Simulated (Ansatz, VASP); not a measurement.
SnSe: VASP beside Ansatz

Contents of POSCAR:

```
SnSe
1.0
    0.0000000000      3.0702000000      3.0100000000
    3.0100000000      0.0000000000      3.0100000000
    3.0100000000      3.0702000000      0.0000000000
Sn Se
1 1
Direct
    0.0000000000      0.0000000000      0.0000000000
    0.5000000000      0.5000000000      0.5000000000
```

INCAR.step1

```
SYSTEM = SnSe
  PREC = Accurate
  ENCUT = 520
  ISMEAR = 0
  SIGMA = 0.05
  LREAL = .False.
  LASPH = .True.
  NELM = 80
  NBANDS = 17
  GGA = PE
  ALGO = Normal
  EDIFF = 1E-4
  LWAVE = .True.
  LCHARG = .False.
```

The input INCAR.step2:

```
SYSTEM = SnSe
  PREC = Accurate
  ENCUT = 520
  EDIFF = 1E-7
  ISMEAR = 0
  SIGMA = 0.05
  LREAL = .False.
  LASPH = .True.
  NELM = 80
  ALGO = Normal
  ISIF = 2
  LWAVE = .False.
  LCHARG = .False.
  METAGGA = R2SCAN
  LMIXTAU = .True.
  NBANDS = 17
  ISTART = 1
```

Contents of KPOINTS:

```
regular mesh
0
Gamma
  10 10 10
  0 0 0
```

Input for Ansatz:

```yaml
crystal:
  lattice:
    - [0.0, 3.0702, 3.01]
    - [3.01, 0.0, 3.01]
    - [3.01, 3.0702, 0.0]
  atoms:
    - { symbol: Sn, position: [0.0, 0.0, 0.0] }
    - { symbol: Se, position: [0.5, 0.5, 0.5] }
basis:
  ecutwfc: 500
kpoints:
  mp_grid: { grid: [10, 10, 10] }
hamiltonian:
  xc: r2scan
scf:
  occupations: { method: gaussian, width: 0.05 }
output:
  forces: true
  stress: true
  eigenvalues: true
```

Change from the starting cell: strain +0.0200 x Voigt [0, 1, 0, 0, 0, 0], atoms carried along.

Alike in both runs: task single point; functional r2SCAN; k mesh 10 × 10 × 10; occupations gaussian, width 0.05 eV; no spin polarisation.

```csv
,VASP,Ansatz
version,VASP 6.6.1,Ansatz 0.2.0
potentials or method,"VASP PAW PBE potentials, release 64 (Sn_d, Se)","scalar-relativistic, plane waves, PAW"
plane-wave cutoff (eV),520,500
valence electrons in the cell,20,30
```

Ansatz gave:

| Property | Result |
| --- | --- |
| gap on the k mesh at the Fermi level (eV) | 0.38 |
| least direct gap on the mesh (eV) | 0.38 |
| pressure (GPa) | -1.0 |
| largest component of the traceless stress (GPa) | 1.42 |

Q: Estimate VASP's values.

A: gap on the k mesh at the Fermi level (eV): 0.38; least direct gap on the mesh (eV): 0.38; pressure (GPa): -1.0; largest component of the traceless stress (GPa): 1.43.

The two sets of potentials don't hold the same shells in valence.

Caveats: the PAW data sets were made with another functional, which shifts forces and pressure a little (VASP); spin-orbit coupling is left out, which moves the levels of the heavy elements.
